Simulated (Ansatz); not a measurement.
**SiNi2: freezing in a mode**

Aim: for SiNi2, freeze in mode 14 at growing amplitude.

Computed with Ansatz 0.2.0 (DFT PBEsol, scalar-relativistic, plane waves, PAW, unless a step's input says otherwise).

1 further run of the same task is left out (set aside as unsound or not needed). Runs told in other sessions of the task aren't counted.

**1. The structure to begin with**

It takes space group P6_3/mmc (No. 194, hexagonal). Conventional cell: a = 3.868 Å, b = 3.868 Å, c = 4.917 Å, α = 90.00°, β = 90.00°, γ = 120.00°. Si (site symmetry -6m2) is surrounded by 11 Ni at 2.23 to 2.55 Å. Ni (site symmetry -3m) is surrounded by 8 Ni at 2.46 to 2.55 Å and 6 Si at 2.55 Å. Around Ni (site symmetry -6m2) lie 5 Si at 2.23 to 2.46 Å and 6 Ni at 2.55 Å.

As a file:

```cif
data_structure
_symmetry_space_group_name_H-M 'P6_3/mmc'
_symmetry_Int_Tables_number 194
_cell_length_a 3.8685
_cell_length_b 3.8685
_cell_length_c 4.9170
_cell_angle_alpha 90.000
_cell_angle_beta 90.000
_cell_angle_gamma 120.000
_cell_volume 63.72
loop_
_atom_site_label
_atom_site_type_symbol
_atom_site_symmetry_multiplicity
_atom_site_Wyckoff_symbol
_atom_site_fract_x
_atom_site_fract_y
_atom_site_fract_z
_atom_site_occupancy
Si1 Si 2 d 0.33333 0.66667 0.75000 1
Ni1 Ni 2 a 0.00000 0.00000 0.00000 1
Ni2 Ni 2 c 0.33333 0.66667 0.25000 1
```

It is the result of an earlier relaxation at this level (volume 10.62 Å³/atom; gap on the mesh: none (metal)).

**2. The reference cell**

Reference values: F = -24466.3665 eV; pressure 0.02 GPa; largest force 0.000 eV/Å; gap on the mesh none (metal). It was computed beforehand with the settings of the runs below.

**3. Setting up freezing in a mode**

Mode 14 of the phonon run on this cell, counted from the lowest, is frozen in: each atom moves by x times its row below, so x is the largest displacement.

```
atom     ux     uy      uz
 Si1  0.000  0.000   0.000
 Si2  0.000  0.000   0.000
 Ni3  0.000  0.000  -1.000
 Ni4  0.000  0.000   1.000
 Ni5  0.000  0.000   0.000
 Ni6  0.000  0.000   0.000
```

**4. Point x = -0.300 Å**

Contents of input.yaml:

```yaml
crystal:
  lattice:
    - [3.8684636248, 0.0, 0.0]
    - [-1.9342318124, 3.3501877727, 0.0]
    - [0.0, 0.0, 4.9169852794]
  atoms:
    - { symbol: Si, position: [0.3333333333, 0.6666666667, 0.75] }
    - { symbol: Si, position: [0.6666666667, 0.3333333333, 0.25] }
    - { symbol: Ni, position: [0.0, 0.0, 0.0610129954] }
    - { symbol: Ni, position: [0.0, 0.0, 0.4389870046] }
    - { symbol: Ni, position: [0.3333333333, 0.6666666667, 0.25] }
    - { symbol: Ni, position: [0.6666666667, 0.3333333333, 0.75] }
basis:
  ecutwfc: 420
kpoints:
  mp_grid: { grid: [12, 12, 10] }
hamiltonian:
  xc: pbesol
scf:
  occupations: { method: gaussian, width: 0.15 }
output:
  forces: true
  stress: true
  eigenvalues: true
```

Started as:

```
> ansatz run input.yaml --threads 2 --pin off --max-ram 5120MiB --backend cpu --events-out ev --progress --plain --runs-dir out
```

Output (excerpt; [...] marks lines left out):

```text
Warning: RAYON_NUM_THREADS=2 ignored (pool sized by the plan → 2); use --threads N
[...]
Pseudopotentials: kind: paw
Pseudopotential: Si, paw, valence charge 4, recommended cutoff 420 eV (normal), Si.paw.azcp
Pseudopotential: Ni, paw, valence charge 18, recommended cutoff 420 eV (normal), Ni.paw.azcp
Functional definition: PBEsol
[...]
Crystal: 6 atoms, lattice volume = 63.725 Å³
Basis set: ecut = 420 eV, 1253 PW (Γ), exchange–correlation on 54×54×72 points (8 copies of the dense FFT grid, shifted against one another)
Bands: 48, of which v1, the nominal top of the filled ones, is band 40 counted from 1 (39 counted from 0)
Symmetry: 12 space group operations
Space group: P-6m2 (ITA 187), of the structure as read, at distance tolerance 4.0e-5 Å
k-points: 114 of 1440 (time reversal used)
[...]
SCF iter   1: F=—  HF=-24463.775854 eV  |F-HF|=—  |Δ(HF+E_count)|=         —  Δρ=1.86e-2  dr2=1.19e-1  ethr=1.77e-3  ⟨swp⟩=5.9  Hψ=20188  notcnv=0
[...]
SCF iter   8: F=-24463.755034 eV  HF=-24463.755034 eV  |F-HF|=1.42e-8  |Δ(HF+E_count)|=   2.86e-8  Δρ=4.83e-6  dr2=1.57e-8  ethr=1.25e-10  ⟨swp⟩=8.2  Hψ=23841  notcnv=0
[...]
SCF converged after 8 iterations
Free energy (F): -24463.755034 eV
[...]
E sigma→0 (E₀):  -24463.733263 eV
Entropy (-TS):   -0.043542 eV (-7.257 meV/atom)
Fermi energy:    17.765107 eV
[...]
--- Forces (eV/Å), atoms counted from 1 ---
  atom   1  Si    -0.00000000     0.00000000    -0.00000000
  atom   2  Si     0.00000000    -0.00000000     0.00000000
  atom   3  Ni     0.00000000     0.00000000   -11.62725711
  atom   4  Ni    -0.00000000     0.00000000    11.62725711
  atom   5  Ni     0.00000000    -0.00000000     0.00000000
  atom   6  Ni     0.00000000    -0.00000000     0.00000000
[...]
--- Stress (GPa, compression-positive) ---
        8.822758       0.000000      -0.000000
        0.000000       8.822758      -0.000000
       -0.000000      -0.000000      39.489074
  P = ⅓ Tr σ = 19.0449 GPa (190.449 kbar)
--- Band table (eV; the first three rows and the last of 114) ---
[...]
```

Wall time 23 s (2 threads of Intel Xeon at 2.50GHz (Skylake/Cascade Lake), shared host); peak memory 0.53 GiB.

**5. x = 0.225 Å**

Edit input.yaml of step 4 so:

```diff
@@ -8,4 +8,4 @@
     - { symbol: Si, position: [0.6666666667, 0.3333333333, 0.25] }
-    - { symbol: Ni, position: [0.0, 0.0, 0.0610129954] }
-    - { symbol: Ni, position: [0.0, 0.0, 0.4389870046] }
+    - { symbol: Ni, position: [0.0, 0.0, -0.0457597465] }
+    - { symbol: Ni, position: [0.0, 0.0, 0.5457597465] }
     - { symbol: Ni, position: [0.3333333333, 0.6666666667, 0.25] }
```

Started as:

```
> ansatz run input.yaml --threads 2 --pin off --max-ram 5120MiB --backend cpu --events-out ev --progress --plain --runs-dir out
```

Output (excerpt; [...] marks lines left out):

```text
[...]
SCF converged after 7 iterations
Free energy (F): -24465.102118 eV
[...]
E sigma→0 (E₀):  -24465.081688 eV
Entropy (-TS):   -0.040860 eV (-6.810 meV/atom)
Fermi energy:    17.707527 eV
[...]
--- Forces (eV/Å), atoms counted from 1 ---
  atom   1  Si    -0.00000000     0.00000000     0.00000000
  atom   2  Si     0.00000000     0.00000000     0.00000000
  atom   3  Ni    -0.00000000     0.00000000     6.72159686
  atom   4  Ni     0.00000000     0.00000000    -6.72159686
  atom   5  Ni    -0.00000000     0.00000000     0.00000000
  atom   6  Ni     0.00000000     0.00000000    -0.00000000
[...]
--- Stress (GPa, compression-positive) ---
        4.704782       0.000000       0.000000
        0.000000       4.704782      -0.000000
        0.000000      -0.000000      20.037523
  P = ⅓ Tr σ = 9.8157 GPa (98.157 kbar)
--- Band table (eV; the first three rows and the last of 114) ---
[...]
```

Run time: 25 s. Hardware: 2 threads of Intel Xeon at 2.50GHz (Skylake/Cascade Lake), shared host; peak memory 0.53 GiB.

**6. At x = -0.150 Å**

Edit input.yaml of step 5 so:

```diff
@@ -8,4 +8,4 @@
     - { symbol: Si, position: [0.6666666667, 0.3333333333, 0.25] }
-    - { symbol: Ni, position: [0.0, 0.0, -0.0457597465] }
-    - { symbol: Ni, position: [0.0, 0.0, 0.5457597465] }
+    - { symbol: Ni, position: [0.0, 0.0, 0.0305064977] }
+    - { symbol: Ni, position: [0.0, 0.0, 0.4694935023] }
     - { symbol: Ni, position: [0.3333333333, 0.6666666667, 0.25] }
```

Started as:

```
> ansatz run input.yaml --threads 2 --pin off --max-ram 5120MiB --backend cpu --events-out ev --progress --plain --runs-dir out
```

Output (excerpt; [...] marks lines left out):

```text
[...]
SCF converged after 7 iterations
Free energy (F): -24465.863069 eV
[...]
E sigma→0 (E₀):  -24465.842893 eV
Entropy (-TS):   -0.040353 eV (-6.726 meV/atom)
Fermi energy:    17.674254 eV
[...]
--- Forces (eV/Å), atoms counted from 1 ---
  atom   1  Si    -0.00000000     0.00000000    -0.00000000
  atom   2  Si     0.00000000    -0.00000000     0.00000000
  atom   3  Ni     0.00000000     0.00000000    -3.65445529
  atom   4  Ni    -0.00000000     0.00000000     3.65445529
  atom   5  Ni    -0.00000000     0.00000000     0.00000000
  atom   6  Ni     0.00000000    -0.00000000     0.00000000
[...]
--- Stress (GPa, compression-positive) ---
        2.025441       0.000000       0.000000
        0.000000       2.025441      -0.000000
        0.000000      -0.000000       8.266946
  P = ⅓ Tr σ = 4.1059 GPa (41.059 kbar)
--- Band table (eV; the first three rows and the last of 114) ---
[...]
```

Wall time 23 s (2 threads of Intel Xeon at 2.50GHz (Skylake/Cascade Lake), shared host); peak memory 0.53 GiB.

**7. Point x = 0.075 Å**

Edit input.yaml of step 6 so:

```diff
@@ -8,4 +8,4 @@
     - { symbol: Si, position: [0.6666666667, 0.3333333333, 0.25] }
-    - { symbol: Ni, position: [0.0, 0.0, 0.0305064977] }
-    - { symbol: Ni, position: [0.0, 0.0, 0.4694935023] }
+    - { symbol: Ni, position: [0.0, 0.0, -0.0152532488] }
+    - { symbol: Ni, position: [0.0, 0.0, 0.5152532488] }
     - { symbol: Ni, position: [0.3333333333, 0.6666666667, 0.25] }
```

Started as:

```
> ansatz run input.yaml --threads 2 --pin off --max-ram 5120MiB --backend cpu --events-out ev --progress --plain --runs-dir out
```

Output (excerpt; [...] marks lines left out):

```text
[...]
SCF converged after 7 iterations
Free energy (F): -24466.248832 eV
[...]
E sigma→0 (E₀):  -24466.228884 eV
Entropy (-TS):   -0.039895 eV (-6.649 meV/atom)
Fermi energy:    17.658369 eV
[...]
--- Forces (eV/Å), atoms counted from 1 ---
  atom   1  Si    -0.00000000     0.00000000     0.00000000
  atom   2  Si     0.00000000     0.00000000     0.00000000
  atom   3  Ni    -0.00000000     0.00000000     1.60486004
  atom   4  Ni     0.00000000    -0.00000000    -1.60486004
  atom   5  Ni    -0.00000000     0.00000000     0.00000000
  atom   6  Ni     0.00000000    -0.00000000    -0.00000000
[...]
--- Stress (GPa, compression-positive) ---
        0.512495       0.000000       0.000000
        0.000000       0.512495      -0.000000
        0.000000      -0.000000       1.993322
  P = ⅓ Tr σ = 1.0061 GPa (10.061 kbar)
--- Band table (eV; the first three rows and the last of 114) ---
[...]
```

Wall time 23 s (2 threads of Intel Xeon at 2.50GHz (Skylake/Cascade Lake), shared host); peak memory 0.53 GiB.

**8. At x = 0.263 Å**

Edit input.yaml of step 7 so:

```diff
@@ -8,4 +8,4 @@
     - { symbol: Si, position: [0.6666666667, 0.3333333333, 0.25] }
-    - { symbol: Ni, position: [0.0, 0.0, -0.0152532488] }
-    - { symbol: Ni, position: [0.0, 0.0, 0.5152532488] }
+    - { symbol: Ni, position: [0.0, 0.0, -0.0533863709] }
+    - { symbol: Ni, position: [0.0, 0.0, 0.5533863709] }
     - { symbol: Ni, position: [0.3333333333, 0.6666666667, 0.25] }
```

Started as:

```
> ansatz run input.yaml --threads 2 --pin off --max-ram 5120MiB --backend cpu --events-out ev --progress --plain --runs-dir out
```

Output (excerpt; [...] marks lines left out):

```text
Warning: RAYON_NUM_THREADS=2 ignored (pool sized by the plan → 2); use --threads N
[...]
[... 4 set-up lines as earlier in the session ...]
[...]
Crystal: 6 atoms, lattice volume = 63.725 Å³
Basis set: ecut = 420 eV, 1253 PW (Γ), exchange–correlation on 54×54×72 points (8 copies of the dense FFT grid, shifted against one another)
Bands: 48, of which v1, the nominal top of the filled ones, is band 40 counted from 1 (39 counted from 0)
[... 2 set-up lines as earlier in the session ...]
k-points: 114 of 1440 (time reversal used)
[...]
SCF iter   1: F=—  HF=-24464.541679 eV  |F-HF|=—  |Δ(HF+E_count)|=         —  Δρ=1.90e-2  dr2=1.25e-1  ethr=1.77e-3  ⟨swp⟩=5.9  Hψ=20101  notcnv=0
[...]
SCF iter   8: F=-24464.520163 eV  HF=-24464.520163 eV  |F-HF|=2.19e-8  |Δ(HF+E_count)|=   2.35e-8  Δρ=5.40e-6  dr2=2.21e-8  ethr=1.25e-10  ⟨swp⟩=8.5  Hψ=23427  notcnv=0
[...]
SCF converged after 8 iterations
Free energy (F): -24464.520163 eV
[...]
E sigma→0 (E₀):  -24464.499218 eV
Entropy (-TS):   -0.041889 eV (-6.982 meV/atom)
Fermi energy:    17.733506 eV
[...]
--- Forces (eV/Å), atoms counted from 1 ---
  atom   1  Si    -0.00000000     0.00000000    -0.00000000
  atom   2  Si     0.00000000     0.00000000     0.00000000
  atom   3  Ni    -0.00000000    -0.00000000     8.88371718
  atom   4  Ni     0.00000000     0.00000000    -8.88371718
  atom   5  Ni    -0.00000000     0.00000000     0.00000000
  atom   6  Ni    -0.00000000     0.00000000    -0.00000000
[...]
--- Stress (GPa, compression-positive) ---
        6.560605       0.000000      -0.000000
        0.000000       6.560605      -0.000000
       -0.000000      -0.000000      28.636373
  P = ⅓ Tr σ = 13.9192 GPa (139.192 kbar)
--- Band table (eV; the first three rows and the last of 114) ---
[...]
```

It took 24 s on 2 threads of Intel Xeon at 2.50GHz (Skylake/Cascade Lake), shared host; peak memory 0.53 GiB.

**9. x = 0.188 Å**

Edit input.yaml of step 8 so:

```diff
@@ -8,4 +8,4 @@
     - { symbol: Si, position: [0.6666666667, 0.3333333333, 0.25] }
-    - { symbol: Ni, position: [0.0, 0.0, -0.0533863709] }
-    - { symbol: Ni, position: [0.0, 0.0, 0.5533863709] }
+    - { symbol: Ni, position: [0.0, 0.0, -0.0381331221] }
+    - { symbol: Ni, position: [0.0, 0.0, 0.5381331221] }
     - { symbol: Ni, position: [0.3333333333, 0.6666666667, 0.25] }
```

Started as:

```
> ansatz run input.yaml --threads 2 --pin off --max-ram 5120MiB --backend cpu --events-out ev --progress --plain --runs-dir out
```

Output (excerpt; [...] marks lines left out):

```text
Warning: RAYON_NUM_THREADS=2 ignored (pool sized by the plan → 2); use --threads N
[...]
[... 4 set-up lines as earlier in the session ...]
[...]
Crystal: 6 atoms, lattice volume = 63.725 Å³
Basis set: ecut = 420 eV, 1253 PW (Γ), exchange–correlation on 54×54×72 points (8 copies of the dense FFT grid, shifted against one another)
Bands: 48, of which v1, the nominal top of the filled ones, is band 40 counted from 1 (39 counted from 0)
[... 2 set-up lines as earlier in the session ...]
k-points: 114 of 1440 (time reversal used)
[...]
SCF iter   1: F=—  HF=-24465.562619 eV  |F-HF|=—  |Δ(HF+E_count)|=         —  Δρ=1.97e-2  dr2=1.33e-1  ethr=1.77e-3  ⟨swp⟩=5.9  Hψ=20051  notcnv=0
[...]
SCF iter   7: F=-24465.539778 eV  HF=-24465.539778 eV  |F-HF|=5.73e-8  |Δ(HF+E_count)|=   1.22e-7  Δρ=1.36e-5  dr2=7.16e-8  ethr=1.25e-10  ⟨swp⟩=7.9  Hψ=28388  notcnv=0
[...]
SCF converged after 7 iterations
Free energy (F): -24465.539778 eV
[...]
E sigma→0 (E₀):  -24465.519524 eV
Entropy (-TS):   -0.040510 eV (-6.752 meV/atom)
Fermi energy:    17.688040 eV
[...]
--- Forces (eV/Å), atoms counted from 1 ---
  atom   1  Si    -0.00000000     0.00000000     0.00000000
  atom   2  Si     0.00000000    -0.00000000     0.00000000
  atom   3  Ni    -0.00000000    -0.00000000     5.01588079
  atom   4  Ni     0.00000000    -0.00000000    -5.01588079
  atom   5  Ni    -0.00000000     0.00000000     0.00000000
  atom   6  Ni     0.00000000     0.00000000    -0.00000000
[...]
--- Stress (GPa, compression-positive) ---
        3.206504       0.000000       0.000000
        0.000000       3.206504      -0.000000
        0.000000      -0.000000      13.351160
  P = ⅓ Tr σ = 6.5881 GPa (65.881 kbar)
--- Band table (eV; the first three rows and the last of 114) ---
[...]
```

It took 25 s on 2 threads of Intel Xeon at 2.50GHz (Skylake/Cascade Lake), shared host; peak memory 0.53 GiB.

**10. At x = 0.113 Å**

Edit input.yaml of step 9 so:

```diff
@@ -8,4 +8,4 @@
     - { symbol: Si, position: [0.6666666667, 0.3333333333, 0.25] }
-    - { symbol: Ni, position: [0.0, 0.0, -0.0381331221] }
-    - { symbol: Ni, position: [0.0, 0.0, 0.5381331221] }
+    - { symbol: Ni, position: [0.0, 0.0, -0.0228798733] }
+    - { symbol: Ni, position: [0.0, 0.0, 0.5228798733] }
     - { symbol: Ni, position: [0.3333333333, 0.6666666667, 0.25] }
@@ -24 +24,5 @@
   eigenvalues: true
+  write_density: true
+  write_potential: true
+  elf: true
+  volumetric_format: npy
```

Started as:

```
> ansatz run input.yaml --threads 2 --pin off --max-ram 5120MiB --backend cpu --events-out ev --progress --plain --runs-dir out
```

Output (excerpt; [...] marks lines left out):

```text
Warning: RAYON_NUM_THREADS=2 ignored (pool sized by the plan → 2); use --threads N
[...]
[... 4 set-up lines as earlier in the session ...]
[...]
Crystal: 6 atoms, lattice volume = 63.725 Å³
Basis set: ecut = 420 eV, 1253 PW (Γ), exchange–correlation on 54×54×72 points (8 copies of the dense FFT grid, shifted against one another)
Bands: 48, of which v1, the nominal top of the filled ones, is band 40 counted from 1 (39 counted from 0)
[... 2 set-up lines as earlier in the session ...]
k-points: 114 of 1440 (time reversal used)
[...]
SCF iter   1: F=—  HF=-24466.118178 eV  |F-HF|=—  |Δ(HF+E_count)|=         —  Δρ=2.04e-2  dr2=1.40e-1  ethr=1.77e-3  ⟨swp⟩=5.9  Hψ=19922  notcnv=0
[...]
SCF iter   7: F=-24466.094163 eV  HF=-24466.094163 eV  |F-HF|=3.39e-8  |Δ(HF+E_count)|=   1.79e-7  Δρ=1.14e-5  dr2=4.76e-8  ethr=1.25e-10  ⟨swp⟩=11.4  Hψ=41685  notcnv=0
[...]
SCF converged after 7 iterations
Free energy (F): -24466.094163 eV
[...]
E sigma→0 (E₀):  -24466.074104 eV
Entropy (-TS):   -0.040118 eV (-6.686 meV/atom)
Fermi energy:    17.664720 eV
[...]
--- Forces (eV/Å), atoms counted from 1 ---
  atom   1  Si    -0.00000000     0.00000000     0.00000000
  atom   2  Si     0.00000000    -0.00000000     0.00000000
  atom   3  Ni    -0.00000000    -0.00000000     2.54306242
  atom   4  Ni     0.00000000    -0.00000000    -2.54306242
  atom   5  Ni    -0.00000000     0.00000000     0.00000000
  atom   6  Ni     0.00000000    -0.00000000    -0.00000000
[...]
--- Stress (GPa, compression-positive) ---
        1.134104       0.000000       0.000000
        0.000000       1.134104      -0.000000
        0.000000      -0.000000       4.540065
  P = ⅓ Tr σ = 2.2694 GPa (22.694 kbar)
--- Band table (eV; the first three rows and the last of 114) ---
[...]
```

Wall time 32 s (2 threads of Intel Xeon at 2.50GHz (Skylake/Cascade Lake), shared host); peak memory 0.54 GiB.

Density in a lattice plane of the grid's cell (edges 3.87 and 4.92 Å, at 0.333 of the third edge), which holds Si and Ni.

Ten even steps from ' ' (0.07 e/Å³) to '@' (48.95 e/Å³):
```
                                    
                                    
                      ......        
                    ..==**==..      
                    ::**@@##::      
                    ..==**==..      
                      ......        
                                    
                                    
                                    
                                    
                                    
                                    
                                    
                                    
                                    
                                    
                                    
                                    
                                    
```
Columns run along the first of these edges and rows up along the second, over one cell in 18 and 20 even steps from the bottom left corner. Atoms in the plane (fractional): Si at (0.67, 0.25), Ni at (0.67, 0.75).

ELF in the same plane.

Ten even steps from '0' (0.18) to '9' (0.67):
```
111111111100000111
222223220000100002
445555420013331002
567776520136763102
577777520148984101
566776520136763102
445555420013331002
222223220000000002
111111111100000111
100000112344444321
110001134677877542
311111346877677764
421112468852125786
520002589721112698
520002589622422698
520002589720112698
421112468842125787
311111346776667764
110001134577777542
100000112344444321
```
Columns run along the first of these edges and rows up along the second, over one cell in 18 and 20 even steps from the bottom left corner. Atoms in the plane (fractional): Si at (0.67, 0.25), Ni at (0.67, 0.75).

Both are smooth fields of the valence electrons: close to the nuclei they are not physical.

The highest ELF values outside the cores: 0.70 on the Si–Ni line, 0.8 Å from Si; 0.67 beside Si, off the lines to its neighbours, 0.9 Å from Si; 0.60 in the shell around Si, 0.9 Å from Si.

**11. Point x = 0.037 Å**

Edit input.yaml of step 10 so:

```diff
@@ -8,4 +8,4 @@
     - { symbol: Si, position: [0.6666666667, 0.3333333333, 0.25] }
-    - { symbol: Ni, position: [0.0, 0.0, -0.0228798733] }
-    - { symbol: Ni, position: [0.0, 0.0, 0.5228798733] }
+    - { symbol: Ni, position: [0.0, 0.0, -0.0076266244] }
+    - { symbol: Ni, position: [0.0, 0.0, 0.5076266244] }
     - { symbol: Ni, position: [0.3333333333, 0.6666666667, 0.25] }
@@ -24,5 +24 @@
   eigenvalues: true
-  write_density: true
-  write_potential: true
-  elf: true
-  volumetric_format: npy
```

Started as:

```
> ansatz run input.yaml --threads 2 --pin off --max-ram 5120MiB --backend cpu --events-out ev --progress --plain --runs-dir out
```

Output (excerpt; [...] marks lines left out):

```text
[...]
SCF converged after 7 iterations
Free energy (F): -24466.337607 eV
[...]
E sigma→0 (E₀):  -24466.317718 eV
Entropy (-TS):   -0.039778 eV (-6.630 meV/atom)
Fermi energy:    17.654674 eV
[...]
--- Forces (eV/Å), atoms counted from 1 ---
  atom   1  Si    -0.00000000     0.00000000     0.00000000
  atom   2  Si     0.00000000    -0.00000000     0.00000000
  atom   3  Ni    -0.00000000    -0.00000000     0.77594082
  atom   4  Ni     0.00000000    -0.00000000    -0.77594082
  atom   5  Ni    -0.00000000     0.00000000     0.00000000
  atom   6  Ni     0.00000000    -0.00000000    -0.00000000
[...]
--- Stress (GPa, compression-positive) ---
        0.145857       0.000000       0.000000
        0.000000       0.145857      -0.000000
        0.000000      -0.000000       0.509340
  P = ⅓ Tr σ = 0.2670 GPa (2.670 kbar)
--- Band table (eV; the first three rows and the last of 114) ---
[...]
```

It took 24 s on 2 threads of Intel Xeon at 2.50GHz (Skylake/Cascade Lake), shared host; peak memory 0.53 GiB.

**12. Results of the scan**

The scan, with free energies counted from the undisturbed cell:

```csv
x (Å),ΔE (meV/cell),force along the mode (eV/Å),pressure (GPa)
-0.300,2611.5,23.255,19.0
-0.150,503.5,7.309,4.1
0.000,0.0,0.000,0.0
0.037,28.9,-1.552,0.3
0.075,117.7,-3.210,1.0
0.113,272.4,-5.086,2.3
0.188,826.8,-10.032,6.6
0.225,1264.4,-13.443,9.8
0.263,1846.4,-17.767,13.9
```

Not run, since symmetry makes them alike: 0.300 repeats -0.300, -0.225 repeats 0.225, 0.150 repeats -0.150, -0.075 repeats 0.075. Energy, pressure and gap are the same there.

**13. What came out**

```
                                          quantity     value
                   harmonic wavenumber of the mode  308 cm⁻¹
the same from the force at an amplitude of 0.037 Å  310 cm⁻¹
```

The force at the smallest amplitude gives 310 cm⁻¹ against 308 cm⁻¹ from the phonon run, so the curve is close to a parabola there. No sampled point lies below the undisturbed cell. The final runs have no spin polarisation, so a magnetic state may lie lower.
